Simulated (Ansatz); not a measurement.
Is this TiO2 structure stable?

It was reached by relaxing an invented guess, and it needn't be the stable form of this composition.

Theory: DFT PBE+D3(BJ), scalar-relativistic, plane waves, PAW in Ansatz 0.2.0. Cutoff 420 eV, Γ-centred 8×8×6 mesh (6-atom cell), Gaussian smearing of 0.02 eV, no spin polarisation.

Space group C2/m (No. 12). a = 8.993 Å, b = 2.988 Å, c = 5.160 Å, α = 90.00°, β = 100.00°, γ = 90.00°
| atom | site | symmetry | x | y | z |
| --- | --- | --- | --- | --- | --- |
| Ti | 4i | m | 0.7735 | 0.5000 | 0.2624 |
| O | 4i | m | 0.6430 | 0.0000 | 0.3812 |
| O | 4i | m | 0.6390 | 0.5000 | 0.8851 |

Formation energies are uncorrected and refer to the elements' standard structures at the same level (O₂ as a molecule).

Q: These tests were run: energy against the elements; phonons at Γ. What do they show?

A:

```tsv
test	result
energy against the elements	−2.910 eV/atom
phonons at Γ	lowest optical mode 130 cm⁻¹
```

It fails none of these tests. Whether a mixture of other phases lies lower isn't tested here. Phonons away from Γ weren't computed.

The run for the phonons used an 8×8×6 k mesh.
